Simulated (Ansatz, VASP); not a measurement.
# VSb2: VASP beside Ansatz, part 2 of 2

One calculation is typed for both programs; each brings its own data sets and cutoff. How far apart do they land?

VASP 6.6.1 and Ansatz 0.2.0.

So far. Step 2 (Ansatz: single point, PBEsol): The run ends at a pressure of -3.53 GPa, with forces up to 0.17 eV/Å.

## (3) VASP: single point, PBEsol

Level of this step: PBEsol, spin-polarised from a ferromagnetic start; plane waves and PAW (Sb, V_sv) (VASP).

The same cell, functional, mesh and smearing now go to VASP, with its own data sets and cutoff.

Lines of VASP's logs that name or quote its potential files are left out, and so is its time.

Contents of INCAR:

```
SYSTEM = VSb2
PREC = Accurate
ENCUT = 400
EDIFF = 1E-05
NELM = 100
ISMEAR = 0
SIGMA = 0.05
LREAL = .FALSE.
ALGO = Normal
GGA = PS
NBANDS = 35
ISPIN = 2
MAGMOM = 0 0 0 0 2 2
LASPH = .TRUE.
LMAXMIX = 4
LORBIT = 11
LWAVE = .FALSE.
LCHARG = .FALSE.
KPAR = 8
```

Contents of POSCAR:

```
VSb2
1.0
   -3.2769000000      3.2769000000      2.8183000000
    3.2769000000     -3.2769000000      2.8183000000
    3.2769000000      3.2769000000     -2.8183000000
Sb V
4 2
Direct
    0.8443200000      0.6556800000      0.5000000000
    0.3443200000      0.8443200000      0.1886400000
    0.1556800000      0.3443200000      0.5000000000
    0.6556800000      0.1556800000      0.8113600000
    0.7500000000      0.7500000000      0.0000000000
    0.2500000000      0.2500000000      0.0000000000
```

Contents of KPOINTS:

```
Automatic mesh
0
Gamma
6 6 6
0 0 0
```

Potentials, in the order of the species: Sb and V_sv (PBE family, release 64).

On the command line:

```
$ mpirun -np 8 vasp_std
```

Numbers of over 12 decimals in the logs are rounded to 6 here.

What it wrote:

```text
[banner, memory and clock lines left out]
running    8 mpi-ranks, on    1 nodes
 distrk:  each k-point on    1 cores,    8 groups
 distr:  one band on    1 cores,    1 groups

 POSCAR found type information on POSCAR SbV
 POSCAR found :  2 types and       6 ions
|                                                                             |
|           W    W    AA    RRRRR   N    N  II  N    N   GGGG   !!!           |
|           W    W   A  A   R    R  NN   N  II  NN   N  G    G  !!!           |
|           W    W  A    A  R    R  N N  N  II  N N  N  G       !!!           |
|           W WW W  AAAAAA  RRRRR   N  N N  II  N  N N  G  GGG   !            |
|           WW  WW  A    A  R   R   N   NN  II  N   NN  G    G                |
|           W    W  A    A  R    R  N    N  II  N    N   GGGG   !!!           |
|                                                                             |
|     For optimal performance we recommend to set                             |
|       NCORE = 2 up to number-of-cores-per-socket                            |
|     NCORE specifies how many cores store one orbital (NPAR=cpu/NCORE).      |
|     This setting can greatly improve the performance of VASP for DFT.       |
|     The default, NCORE=1 might be grossly inefficient on modern             |
|     multi-core architectures or massively parallel machines. Do your        |
|     Unfortunately you need to use the default for GW and RPA                |
|     calculations (for HF NCORE is supported but not extensively tested      |
|     yet).                                                                   |
|                                                                             |

|                                                                             |
|               ----> ADVICE to this user running VASP <----                  |
|                                                                             |
|     You enforced a specific xc type in the INCAR file but a different       |
|     [... a line on the potential file left out ...]
|     I HOPE YOU KNOW WHAT YOU ARE DOING!                                     |
|                                                                             |

 LDA part: xc-table for (Slater+PW92), standard interpolation
 POSCAR, INCAR and KPOINTS ok, starting setup
 FFT: planning ... GRIDC
 FFT: planning ... GRID_SOFT
 FFT: planning ... GRID
 WAVECAR not read
 entering main loop
       N       E                     dE             d eps       ncg     rms          rms(c)
DAV:   1     0.377217881703E+03    0.37722E+03   -0.20131E+04  4968   0.988E+02
DAV:   2    -0.173716601048E+02   -0.39459E+03   -0.37524E+03  4750   0.315E+02
DAV:   3    -0.399775942447E+02   -0.22606E+02   -0.21686E+02  5067   0.761E+01
DAV:   4    -0.405314053155E+02   -0.55381E+00   -0.54897E+00  5151   0.115E+01
DAV:   5    -0.405388014385E+02   -0.73961E-02   -0.73919E-02  4868   0.158E+00    0.253E+01
DAV:   6    -0.440912763920E+02   -0.35525E+01   -0.30510E+01  4829   0.417E+01    0.226E+01
DAV:   7    -0.385952117360E+02    0.54961E+01   -0.21122E+01  4792   0.384E+01    0.103E+01
DAV:   8    -0.382908489843E+02    0.30436E+00   -0.19805E+00  4405   0.780E+00    0.363E+00
DAV:   9    -0.382614192213E+02    0.29430E-01   -0.17181E-01  4916   0.252E+00    0.134E+00
DAV:  10    -0.382595744769E+02    0.18447E-02   -0.73510E-03  4726   0.473E-01    0.774E-01
DAV:  11    -0.382585314745E+02    0.10430E-02   -0.42800E-03  5072   0.430E-01    0.287E-01
DAV:  12    -0.382584639108E+02    0.67564E-04   -0.68524E-04  4568   0.202E-01    0.129E-01
DAV:  13    -0.382584668283E+02   -0.29175E-05   -0.77825E-05  4566   0.468E-02
   1 F= -.38258467E+02 E0= -.38255546E+02  d E =-.584095E-02  mag=     0.3484
```

Parts of OUTCAR (step 3):

```text
ion  position               nearest neighbor table
   1  0.844  0.656  0.500-   6 2.85   5 2.85   5 2.85   6 2.85   3 2.89   3 3.32   3 3.32   4 3.48
                             2 3.48   4 3.48   2 3.48   4 3.50   2 3.50   2 3.50   4 3.50
   2  0.344  0.844  0.189-   5 2.85   6 2.85   6 2.85   5 2.85   4 2.89   4 3.32   4 3.32   1 3.48
                             3 3.48   3 3.48   1 3.48   1 3.50   3 3.50   1 3.50   3 3.50
   3  0.156  0.344  0.500-   5 2.85   6 2.85   6 2.85   5 2.85   1 2.89   1 3.32   1 3.32   4 3.48
                             2 3.48   4 3.48   2 3.48   4 3.50   2 3.50   4 3.50   2 3.50
   4  0.656  0.156  0.811-   5 2.85   6 2.85   6 2.85   5 2.85   2 2.89   2 3.32   2 3.32   1 3.48
                             3 3.48   3 3.48   1 3.48   1 3.50   3 3.50   1 3.50   3 3.50
   5  0.750  0.750  0.000-   6 2.82   6 2.82   2 2.85   4 2.85   3 2.85   1 2.85   1 2.85   4 2.85
                             3 2.85   2 2.85
   6  0.250  0.250  0.000-   5 2.82   5 2.82   2 2.85   4 2.85   2 2.85   1 2.85   3 2.85   1 2.85
                             4 2.85   3 2.85

  LATTYP: Found a body centered tetragonal cell.
 ALAT       =     6.5538000000
 C/A-ratio  =     0.8600506576

 Subroutine GETGRP returns: Found 16 space group operations
 (whereof  8 operations were pure point group operations)

The static configuration has the point symmetry C_4h.
 The point group associated with its full space group is D_4h.

 Found     30 irreducible k-points:

   k-points           NKPTS =     30   k-points in BZ     NKDIM =     30   number of bands    NBANDS=     35

   dimension x,y,z NGX =    36 NGY =   36 NGZ =   36
   dimension x,y,z NGXF=    72 NGYF=   72 NGZF=   72

   ENCUT  =  400.0 eV  29.40 Ry    5.42 a.u.   8.85  8.85  8.85*2*pi/ulx,y,z

   NELECT =      46.0000    total number of electrons

 k-points in reciprocal lattice and weights: Automatic mesh
   0.00000000  0.00000000  0.00000000       0.005
   0.16666667 -0.00000000  0.00000000       0.037
   0.33333333  0.00000000  0.00000000       0.037
   0.50000000 -0.00000000  0.00000000       0.019
   0.16666667  0.16666667  0.00000000       0.037
   0.33333333  0.16666667  0.00000000       0.074
   0.50000000  0.16666667  0.00000000       0.074
  -0.33333333  0.16666667  0.00000000       0.074
  -0.16666667  0.16666667  0.00000000       0.019
[...]
-0.33333333 -0.33333333  0.33333333       0.009
   0.50000000  0.50000000  0.50000000       0.005

 average (electrostatic) potential at core
       1 -82.4338       2 -82.4338       3 -82.4338       4 -82.4338       5 -70.1526
       6 -70.1526

 E-fermi :  10.2729

 spin component 1
 k-point     1 :       0.0000    0.0000    0.0000
  band No.  band energies     occupation
    ...
     20       7.3795      1.00000
     21       8.2352      1.00000
     22       8.7687      1.00000
     23       9.9481      1.00000
     24      10.2306      0.88444
     25      11.0070      0.00000
     26      11.0070      0.00000
     27      11.1005      0.00000
     28      11.1005      0.00000
     29      11.4339      0.00000
    ...

 k-point     2 :       0.1667   -0.0000    0.0000
  band No.  band energies     occupation
    ...
     19       7.4583      1.00000
     20       7.9838      1.00000
     21       8.1767      1.00000
     22       8.8097      1.00000
     23      10.2373      0.84358
     24      10.2745      0.48224
     25      10.7949      0.00000
     26      10.8186      0.00000
     27      11.3183      0.00000
     28      11.3437      0.00000
    ...

 k-point     3 :       0.3333    0.0000    0.0000
  band No.  band energies     occupation
    ...
     19       8.2966      1.00000
     20       8.3374      1.00000
     21       8.9938      1.00000
     22       9.3167      1.00000
     23      10.1816      0.99512
     24      10.3980      0.00020
     25      10.5618      0.00000
     26      10.7247      0.00000
     27      11.3553      0.00000
     28      11.6141      0.00000
    ...

 k-point     4 :       0.5000   -0.0000    0.0000
  band No.  band energies     occupation
    ...
     20       8.5937      1.00000
     21       9.3875      1.00000
     22       9.3875      1.00000
     23      10.2081      0.96668
     24      10.2081      0.96668
     25      10.5855      0.00000
     26      10.5855      0.00000
     27      11.4010      0.00000
     28      11.4010      0.00000
     29      12.1126      0.00000
    ...

 k-point     5 :       0.1667    0.1667    0.0000
  band No.  band energies     occupation
    ...
     19       8.1891      1.00000
     20       8.3398      1.00000
     21       8.8207      1.00000
     22       9.2158      1.00000
     23      10.0243      1.00000
     24      10.3665      0.00407
     25      10.4693      0.00000
     26      10.6922      0.00000
     27      11.3673      0.00000
     28      11.7375      0.00000
    ...

 k-point     6 :       0.3333    0.1667    0.0000
  band No.  band energies     occupation
    ...
     20       8.7178      1.00000
     21       8.9931      1.00000
     22       9.4653      1.00000
     23       9.8771      1.00000
     24      10.1732      0.99761
     25      10.6581      0.00000
     26      10.8043      0.00000
     27      11.3662      0.00000
     28      11.7611      0.00000
     29      11.8832      0.00000
    ...

  Total       -2.3964855     -2.3964855     -3.8815289      0.0000000     -0.0000000      0.0000000
  in kB      -31.7184388    -31.7184388    -51.3735786      0.0000000     -0.0000000      0.0000000
  external PRESSURE =     -38.2701521 kB  Pullay stress =       0.0000000 kB

  energy-cutoff  :      400.00
  volume of cell :      121.05
      direct lattice vectors                 reciprocal lattice vectors
    -3.276900000  3.276900000  2.818300000     0.000000000  0.152583234  0.177411915
     3.276900000 -3.276900000  2.818300000     0.152583234  0.000000000  0.177411915
     3.276900000  3.276900000 -2.818300000     0.152583234  0.152583234  0.000000000

 POSITION                                       TOTAL-FORCE (eV/Angst)
 -----------------------------------------------------------------------------------
      1.02030      2.25660      2.81830         0.128805     -0.128805     -0.000000
      2.25660     -1.02030      2.81830        -0.128805     -0.128805     -0.000000
      2.25660      1.02030      0.00000        -0.128805      0.128805     -0.000000
      1.02030      4.29720     -0.00000         0.128805      0.128805      0.000000
      0.00000      0.00000      4.22745        -0.000000      0.000000     -0.000000
      0.00000      0.00000      1.40915        -0.000000      0.000000     -0.000000
 -----------------------------------------------------------------------------------
    total drift:                                0.000000     -0.000000      0.000000

  FREE ENERGIE OF THE ION-ELECTRON SYSTEM (eV)
  ---------------------------------------------------
  free  energy   TOTEN  =       -38.2584668283 eV

  energy  without entropy=      -38.2526258773  energy(sigma->0) =      -38.25554635

 total charge
# of ion       s       p       d       tot
------------------------------------------
    1        1.154   1.231   0.059   2.443
    2        1.154   1.231   0.059   2.443
    3        1.154   1.231   0.059   2.443
    4        1.154   1.231   0.059   2.443
    5        2.216   6.152   3.130  11.497
    6        2.216   6.152   3.130  11.497
--------------------------------------------------
tot          9.048  17.227   6.494  32.769

 magnetization (x)
# of ion       s       p       d       tot
------------------------------------------
    1       -0.001  -0.006   0.001  -0.006
    2       -0.001  -0.006   0.001  -0.006
    3       -0.001  -0.006   0.001  -0.006
    4       -0.001  -0.006   0.001  -0.006
    5        0.004   0.002   0.164   0.170
    6        0.004   0.002   0.164   0.170
--------------------------------------------------
tot          0.005  -0.022   0.332   0.315

[... 6 further parts left out ...]
```

The run ends at a pressure of -3.83 GPa, with forces up to 0.18 eV/Å.

## (4) Side by side

Known differences besides the potentials themselves: the data sets hold 86 valence electrons in Ansatz (default PAW (the set named soft_2) files) and 46 in VASP; the cutoff is 420 eV in Ansatz and 400 eV in VASP; Ansatz makes its cores anew for this functional, VASP keeps those of its PBE data sets; site moments are counted in spheres of each program's own size. Total energies have different zeros and are not compared.

Compared:

```csv
quantity,Ansatz,VASP,difference
pressure (GPa),-3.53,-3.83,+0.30
pressure without Ansatz's Pulay correction (GPa),-3.58,-3.83,+0.25
total moment (μB),0.32,0.35,-0.03
moment on V5 (μB),0.15,0.17,-0.02
moment on V6 (μB),0.15,0.17,-0.02
```

Forces (eV/Å; atoms numbered as in POSCAR):

```csv
atom,"Ansatz x, y, z","VASP x, y, z"
Sb1,"0.118, -0.118, 0.000","0.129, -0.129, 0.000"
Sb2,"-0.118, -0.118, 0.000","-0.129, -0.129, 0.000"
Sb3,"-0.118, 0.118, 0.000","-0.129, 0.129, 0.000"
Sb4,"0.118, 0.118, 0.000","0.129, 0.129, 0.000"
V5,"0.000, 0.000, 0.000","0.000, 0.000, 0.000"
V6,"0.000, 0.000, 0.000","0.000, 0.000, 0.000"
```

The forces differ by 6.9 meV/Å r.m.s., which is 8.1 % of the r.m.s. force of 0.09 eV/Å (both taken over all components). Ansatz's pressure holds a Pulay correction of 0.05 GPa; VASP's holds none.

## (5) Further runs

Further runs change the set-up of one program: Ansatz's method, potentials or start, or VASP's data sets, cutoff or form of LDA. The table gives Ansatz less VASP for each quantity, since a change that brings one quantity closer may part another.

```csv
run,r.m.s. force difference (meV/Å),pressure (GPa),total moment (μB)
as above,6.9,0.30,-0.026
Ansatz's all-electron LAPW method,7.0,0.31,-0.018
```

## (6) What came out

* r.m.s. force difference (single point, PBEsol): 6.9 meV/Å

**Reading.** The r.m.s. force difference is 6.9 meV/Å (single point, PBEsol), within the 12 meV/Å picked in this series as the mark of a large difference. Single point, PBEsol, Ansatz's all-electron LAPW method: the difference in total moment goes from -0.026 to -0.018 μB. How closely two codes agree says nothing of how well the functional describes the real material.

[Lines on the potential files, build, host, timing and source positions are cut from VASP's logs without a mark.]

[Logs are printed without paths, hosts, clocks, repeated set-up lines and the standing remarks that a program may print on its own settings, such as how far it seeks lower states.]

[Hosts, paths, dates, database ids (printed as entryN), source tags and the programs' standing remarks are cut or masked in the printed files.]
